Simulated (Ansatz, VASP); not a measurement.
# Sc3AlN4 (ordered alloy, x = 0.75, built in the cubic cell of 8 atoms (invented)): VASP beside Ansatz, part 2 of 2

Aim: how closely do two programs agree when they are given the same cell, functional and k mesh? The cell is generated by rule, not measured, and may not be a known phase. The cell is taken from a series of runs on this material, whose earlier steps may have relaxed, scaled, displaced or heated it; both programs get it as it stands.

VASP 6.6.1 and Ansatz 0.2.0.

So far: Set-up; Ansatz: relaxation of cell and atoms, r2SCAN.

## Step 3: VASP: relaxation of cell and atoms, r2SCAN

Level of this step: r2SCAN; plane waves and PAW (Sc_sv, Al, N); invented cell (VASP).

The same cell, functional and mesh now go to VASP, with its own data sets.

Lines of VASP's logs that name or quote its potential files are left out, and so is its time.

INCAR reads:

```
SYSTEM = Sc3AlN4
PREC = Accurate
ENCUT = 660
EDIFF = 1E-07
NELM = 120
ISMEAR = 0
SIGMA = 0.01
LREAL = .FALSE.
ALGO = Normal
METAGGA = R2SCAN
LASPH = .TRUE.
NBANDS = 36
LORBIT = 11
LWAVE = .FALSE.
LCHARG = .FALSE.
ISIF = 3
IBRION = 2
NSW = 80
EDIFFG = -0.005
GGA_COMPAT = .FALSE.
NELMIN = 4
EFERMI = MIDGAP
LMIXTAU = .TRUE.
KPAR = 2
```

POSCAR reads:

```
Sc3AlN4
1.0
    4.4137270000      0.0000000000      0.0000000000
    0.0000000000      4.4137270000      0.0000000000
    0.0000000000      0.0000000000      4.4137270000
Sc Al N
3 1 4
Direct
    0.0000000000      0.0000000000      0.4999998867
    0.0000000000      0.4999998867      0.0000000000
    0.4999998867      0.0000000000      0.0000000000
    0.4999998867      0.4999998867      0.4999998867
    0.4999998867      0.4999998867      0.0000000000
    0.4999998867      0.0000000000      0.4999998867
    0.0000000000      0.4999998867      0.4999998867
    0.0000000000      0.0000000000      0.0000000000
```

KPOINTS reads:

```
Automatic mesh
0
Gamma
6 6 6
0 0 0
```

PAW data sets: Sc_sv, Al and N (PBE family, release 64).

Launch:

```bash
$ mpirun -np 2 vasp_std
```

Numbers of over 12 decimals in the logs are rounded to 6 here.

What it wrote:

```text
[banner, memory and clock lines left out]
running    2 mpi-ranks, on    1 nodes
 distrk:  each k-point on    1 cores,    2 groups
 distr:  one band on    1 cores,    1 groups

 POSCAR found type information on POSCAR ScAlN
 POSCAR found :  3 types and       8 ions
|                                                                             |
|               ----> ADVICE to this user running VASP <----                  |
|                                                                             |
|     You enforced a specific xc type in the INCAR file but a different       |
|     [... a line on the potential file left out ...]
|     I HOPE YOU KNOW WHAT YOU ARE DOING!                                     |
|                                                                             |

 LDA part: xc-table for (None), standard interpolation
 POSCAR, INCAR and KPOINTS ok, starting setup
 FFT: planning ... GRIDC
 FFT: planning ... GRID_SOFT
 FFT: planning ... GRID
 WAVECAR not read
 entering main loop
       N       E                     dE             d eps       ncg     rms          rms(c)
DAV:   1     0.996874691476E+03    0.99687E+03   -0.30529E+04  1440   0.212E+03
DAV:   2     0.526290917426E+02   -0.94425E+03   -0.93062E+03  1728   0.719E+02
DAV:   3    -0.109482120245E+03   -0.16211E+03   -0.15660E+03  2352   0.291E+02
DAV:   4    -0.121998696313E+03   -0.12517E+02   -0.12428E+02  2360   0.805E+01
DAV:   5    -0.122308870695E+03   -0.31017E+00   -0.30935E+00  2368   0.171E+01    0.294E+01
DAV:   6    -0.926937843399E+02    0.29615E+02   -0.77212E+01  2204   0.709E+01    0.106E+01
DAV:   7    -0.912779656618E+02    0.14158E+01   -0.43103E+00  2264   0.166E+01    0.639E+00
DAV:   8    -0.951817697998E+02   -0.39038E+01   -0.30269E+00  1756   0.126E+01    0.248E+00
DAV:   9    -0.919013981989E+02    0.32804E+01   -0.20747E+00  1832   0.132E+01    0.550E-01
DAV:  10    -0.924299877579E+02   -0.52859E+00   -0.43936E-01  1896   0.527E+00    0.603E-01
DAV:  11    -0.924135584772E+02    0.16429E-01   -0.29069E-02  2304   0.175E+00    0.518E-01
DAV:  12    -0.923825465840E+02    0.31012E-01   -0.41489E-02  1676   0.163E+00    0.217E-01
DAV:  13    -0.924174884813E+02   -0.34942E-01   -0.25642E-02  1696   0.961E-01    0.442E-01
DAV:  14    -0.924299163403E+02   -0.12428E-01   -0.50465E-03  1960   0.629E-01    0.267E-01
DAV:  15    -0.924283496585E+02    0.15667E-02   -0.14324E-03  2116   0.309E-01    0.160E-01
DAV:  16    -0.924288286811E+02   -0.47902E-03   -0.56766E-05  2288   0.784E-02    0.143E-01
DAV:  17    -0.924307887107E+02   -0.19600E-02   -0.12887E-03  1748   0.292E-01    0.594E-02
DAV:  18    -0.924307770202E+02    0.11691E-04   -0.48869E-04  2368   0.132E-01    0.304E-02
DAV:  19    -0.924307875476E+02   -0.10527E-04   -0.49779E-05  2152   0.641E-02    0.197E-02
DAV:  20    -0.924307985769E+02   -0.11029E-04   -0.68053E-06  2044   0.212E-02    0.117E-02
DAV:  21    -0.924308001349E+02   -0.15580E-05   -0.18112E-05  2112   0.258E-02    0.295E-03
DAV:  22    -0.924308030819E+02   -0.29470E-05   -0.25553E-06  1792   0.145E-02    0.207E-03
DAV:  23    -0.924308029493E+02    0.13258E-06   -0.64664E-07  1728   0.558E-03    0.134E-03
DAV:  24    -0.924308029238E+02    0.25538E-07   -0.18720E-08  1020   0.230E-03
   1 F= -.92430803E+02 E0= -.92430803E+02  d E =-.924308E+02
 curvature:   0.00 expect dE= 0.000E+00 dE for cont linesearch  0.000E+00
 trial: gam= 0.00000 g(F)=  0.000E+00 g(S)=  0.804E-02 ort = 0.000E+00 (trialstep = 0.100E+01)
 search vector abs. value=  0.804E-02
 bond charge predicted
       N       E                     dE             d eps       ncg     rms          rms(c)
DAV:   1    -0.924696340744E+02   -0.38831E-01   -0.14804E+00  1736   0.126E+01    0.182E+00
DAV:   2    -0.924366542674E+02    0.32980E-01   -0.88997E-02  2060   0.356E+00    0.634E-01
DAV:   3    -0.924299049461E+02    0.67493E-02   -0.26911E-02  2064   0.122E+00    0.149E-01
DAV:   4    -0.924301987651E+02   -0.29382E-03   -0.23021E-03  2192   0.456E-01    0.109E-01
DAV:   5    -0.924301999878E+02   -0.12227E-05   -0.50699E-04  1932   0.176E-01    0.309E-02
DAV:   6    -0.924302526627E+02   -0.52675E-04   -0.21828E-04  1732   0.121E-01    0.121E-02
DAV:   7    -0.924303184383E+02   -0.65776E-04   -0.74222E-05  1824   0.723E-02    0.497E-03
DAV:   8    -0.924303200065E+02   -0.15682E-05   -0.78766E-06  2092   0.216E-02    0.437E-03
DAV:   9    -0.924303193153E+02    0.69115E-06   -0.30464E-06  1888   0.153E-02    0.279E-03
DAV:  10    -0.924303217629E+02   -0.24476E-05   -0.25974E-06  1872   0.160E-02    0.866E-04
DAV:  11    -0.924303216028E+02    0.16011E-06   -0.17885E-07  1100   0.491E-03    0.108E-03
DAV:  12    -0.924303218204E+02   -0.21764E-06   -0.13312E-07  1032   0.439E-03    0.518E-04
DAV:  13    -0.924303218140E+02    0.64574E-08   -0.32242E-08   932   0.285E-03
   2 F= -.92430322E+02 E0= -.92430322E+02  d E =0.481110E-03
 trial-energy change:    0.000481  1 .order    0.000542   -0.008043    0.009127
 step:   0.4737(harm=  0.4684)  dis= 0.00000  next Energy=   -92.432715 (dE=-0.191E-02)
 bond charge predicted
       N       E                     dE             d eps       ncg     rms          rms(c)
DAV:   1    -0.924436184203E+02   -0.13297E-01   -0.40656E-01  1708   0.662E+00    0.959E-01
DAV:   2    -0.924345002581E+02    0.91182E-02   -0.24801E-02  2036   0.186E+00    0.335E-01
DAV:   3    -0.924325757753E+02    0.19245E-02   -0.74140E-03  2068   0.644E-01    0.800E-02
DAV:   4    -0.924326471556E+02   -0.71380E-04   -0.63704E-04  2184   0.240E-01    0.592E-02
DAV:   5    -0.924326699702E+02   -0.22815E-04   -0.14530E-04  1916   0.940E-02    0.164E-02
DAV:   6    -0.924326909691E+02   -0.20999E-04   -0.61354E-05  1724   0.642E-02    0.644E-03
DAV:   7    -0.924327096581E+02   -0.18689E-04   -0.20291E-05  1812   0.377E-02    0.264E-03
DAV:   8    -0.924327103003E+02   -0.64219E-06   -0.20867E-06  2072   0.112E-02    0.232E-03
DAV:   9    -0.924327109472E+02   -0.64690E-06   -0.79273E-07  1872   0.782E-03    0.147E-03
DAV:  10    -0.924327116449E+02   -0.69773E-06   -0.80164E-07  1840   0.896E-03    0.477E-04
DAV:  11    -0.924327116786E+02   -0.33635E-07   -0.51903E-08   932   0.273E-03
   3 F= -.92432712E+02 E0= -.92432712E+02  d E =-.190875E-02
 curvature:  -0.23 expect dE=-0.105E-05 dE for cont linesearch -0.105E-05
 trial: gam= 0.00000 g(F)=  0.178E-47 g(S)=  0.447E-05 ort =-0.190E-03 (trialstep = 0.895E+00)
 search vector abs. value=  0.447E-05
 reached required accuracy - stopping structural energy minimisation
```

From OUTCAR (step 3):

```text
ion  position               nearest neighbor table
   1  0.000  0.000  0.500-   6 2.21   7 2.21   8 2.21   8 2.21   7 2.21   6 2.21   4 3.12   2 3.12
                             3 3.12   2 3.12   4 3.12   3 3.12   3 3.12   4 3.12   2 3.12   3 3.12
   2  0.000  0.500  0.000-   5 2.21   7 2.21   8 2.21   8 2.21   7 2.21   5 2.21   4 3.12   1 3.12
                             3 3.12   1 3.12   4 3.12   3 3.12   3 3.12   4 3.12   1 3.12   3 3.12
   3  0.500  0.000  0.000-   5 2.21   6 2.21   8 2.21   8 2.21   6 2.21   5 2.21   4 3.12   1 3.12
                             2 3.12   1 3.12   4 3.12   2 3.12   2 3.12   4 3.12   1 3.12   1 3.12
   4  0.500  0.500  0.500-   5 2.21   6 2.21   7 2.21   7 2.21   6 2.21   5 2.21   1 3.12   2 3.12
                             3 3.12   1 3.12   3 3.12   2 3.12   2 3.12   3 3.12   1 3.12   2 3.12
   5  0.500  0.500  0.000-   2 2.21   3 2.21   4 2.21   3 2.21   2 2.21   4 2.21
   6  0.500  0.000  0.500-   1 2.21   3 2.21   4 2.21   3 2.21   1 2.21   4 2.21
   7  0.000  0.500  0.500-   1 2.21   2 2.21   4 2.21   2 2.21   1 2.21   4 2.21
   8  0.000  0.000  0.000-   1 2.21   2 2.21   3 2.21   1 2.21   2 2.21   3 2.21

  LATTYP: Found a simple cubic cell.
 ALAT       =     4.4137270000

 Subroutine GETGRP returns: Found 48 space group operations
 (whereof 48 operations were pure point group operations)

The static configuration has the point symmetry O_h .

 Found     20 irreducible k-points:

   k-points           NKPTS =     20   k-points in BZ     NKDIM =     20   number of bands    NBANDS=     36

   dimension x,y,z NGX =    40 NGY =   40 NGZ =   40
   dimension x,y,z NGXF=    80 NGYF=   80 NGZF=   80

   ENCUT  =  660.0 eV  48.51 Ry    6.96 a.u.   9.25  9.25  9.25*2*pi/ulx,y,z

   NELECT =      56.0000    total number of electrons

 k-points in reciprocal lattice and weights: Automatic mesh
   0.00000000  0.00000000  0.00000000       0.005
   0.16666667  0.00000000  0.00000000       0.028
   0.33333333  0.00000000  0.00000000       0.028
   0.50000000  0.00000000  0.00000000       0.014
   0.16666667  0.16666667  0.00000000       0.056
   0.33333333  0.16666667  0.00000000       0.111
   0.50000000  0.16666667  0.00000000       0.056
   0.33333333  0.33333333  0.00000000       0.056
   0.50000000  0.33333333  0.00000000       0.056
[...]
0.50000000  0.50000000  0.33333333       0.028
   0.50000000  0.50000000  0.50000000       0.005

 average (electrostatic) potential at core
       1 -47.2486       2 -47.2486       3 -47.2486       4 -77.2542       5 -63.6120
       6 -63.6120       7 -63.6120       8 -63.4791

 E-fermi :   6.6839

 k-point     1 :       0.0000    0.0000    0.0000
  band No.  band energies     occupation
    ...
     24       5.3891      2.00000
     25       5.3891      2.00000
     26       6.2767      2.00000
     27       6.2767      2.00000
     28       6.2767      2.00000
     29       7.0912      0.00000
     30       7.0912      0.00000
     31       7.0912      0.00000
     32       8.4688      0.00000
     33      10.0191      0.00000
    ...

 k-point     2 :       0.1667    0.0000    0.0000
  band No.  band energies     occupation
    ...
     24       5.2151      2.00000
     25       5.2151      2.00000
     26       5.2708      2.00000
     27       6.0468      2.00000
     28       6.0468      2.00000
     29       7.2050      0.00000
     30       7.8921      0.00000
     31       7.8921      0.00000
     32       9.1737      0.00000
     33       9.8223      0.00000
    ...

 k-point     3 :       0.3333    0.0000    0.0000
  band No.  band energies     occupation
    ...
     24       3.9379      2.00000
     25       5.1221      2.00000
     26       5.1221      2.00000
     27       5.7160      2.00000
     28       5.7160      2.00000
     29       7.4939      0.00000
     30       9.3234      0.00000
     31       9.3234      0.00000
     32       9.3730      0.00000
     33      10.5854      0.00000
    ...

  Total       -0.0157125     -0.0157125     -0.0157125      0.0000000     -0.0000000      0.0000000
  in kB       -0.2911117     -0.2911117     -0.2911117      0.0000000     -0.0000000      0.0000000
  external PRESSURE =      -0.2911117 kB  Pullay stress =       0.0000000 kB

  energy-cutoff  :      660.00
  volume of cell :       86.48
      direct lattice vectors                 reciprocal lattice vectors
     4.422134469 -0.000000000  0.000000000     0.226135141 -0.000000000 -0.000000000
     0.000000000  4.422134469 -0.000000000     0.000000000  0.226135141 -0.000000000
     0.000000000  0.000000000  4.422134469    -0.000000000  0.000000000  0.226135141

 POSITION                                       TOTAL-FORCE (eV/Angst)
 -----------------------------------------------------------------------------------
      0.00000      0.00000      2.21107         0.000000      0.000000      0.000000
      0.00000      2.21107     -0.00000        -0.000000     -0.000000      0.000000
      2.21107     -0.00000      0.00000        -0.000000     -0.000000      0.000000
      2.21107      2.21107      2.21107        -0.000000     -0.000000      0.000000
      2.21107      2.21107      0.00000        -0.000000     -0.000000      0.000000
      2.21107     -0.00000      2.21107         0.000000      0.000000      0.000000
      0.00000      2.21107      2.21107         0.000000      0.000000      0.000000
      0.00000      0.00000      0.00000        -0.000000     -0.000000      0.000000
 -----------------------------------------------------------------------------------
    total drift:                                0.000943      0.000943      0.000943

  FREE ENERGIE OF THE ION-ELECTRON SYSTEM (eV)
  ---------------------------------------------------
  free  energy   TOTEN  =       -92.4327116786 eV

  energy  without entropy=      -92.4327116786  energy(sigma->0) =      -92.43271168

 reached required accuracy - stopping structural energy minimisation

 total charge
# of ion       s       p       d       tot
------------------------------------------
    1        2.216   6.285   1.135   9.636
    2        2.216   6.285   1.135   9.636
    3        2.216   6.285   1.135   9.636
    4        0.290   0.306   0.000   0.596
    5        1.240   2.512   0.000   3.752
    6        1.240   2.512   0.000   3.752
    7        1.240   2.512   0.000   3.752
    8        1.253   2.524   0.000   3.778
--------------------------------------------------
tot         11.912  29.221   3.405  44.539

[... 3 further parts left out ...]
```

The run keeps the 48 symmetry operations of its start, so it cannot find a distortion of lower symmetry.

## Step 4: Side by side

Known differences besides the potentials themselves: VASP keeps PBE cores, Ansatz makes them for the functional; fixed occupations in Ansatz, narrow Gaussian smearing in VASP; the cutoff is 600 eV in Ansatz and 660 eV in VASP; Ansatz adds a Pulay correction to the stress that steers its cell, VASP none. Total energies have different zeros and are not compared.

Both answers:

```
                                         quantity  Ansatz   VASP  difference
                                      volume (Å³)   85.98  86.48     -0.57 %
edge a after relaxation, in the typed setting (Å)   4.414  4.422     -0.19 %
```

## Step 5: What came out

- difference in volume (relaxation of cell and atoms, r2SCAN): -0.57 %

The difference in volume is -0.57 % (relaxation of cell and atoms, r2SCAN), within the 1.2 % picked in this series as the mark of a large difference, as far as the stopping tolerances let one tell. 1 further pair of this series is not shown here. Such differences can come from data sets, numerical settings and the points named under the comparisons, not from the functional's error against experiment.

[Lines on the potential files, build, host, timing and source positions are cut from VASP's logs without a mark.]

[Logs are printed without paths, hosts, clocks, repeated set-up lines and the standing remarks that a program may print on its own settings, such as how far it seeks lower states.]

[Hosts, paths, dates, database ids (printed as entryN), source tags and the programs' standing remarks are cut or masked in the printed files.]
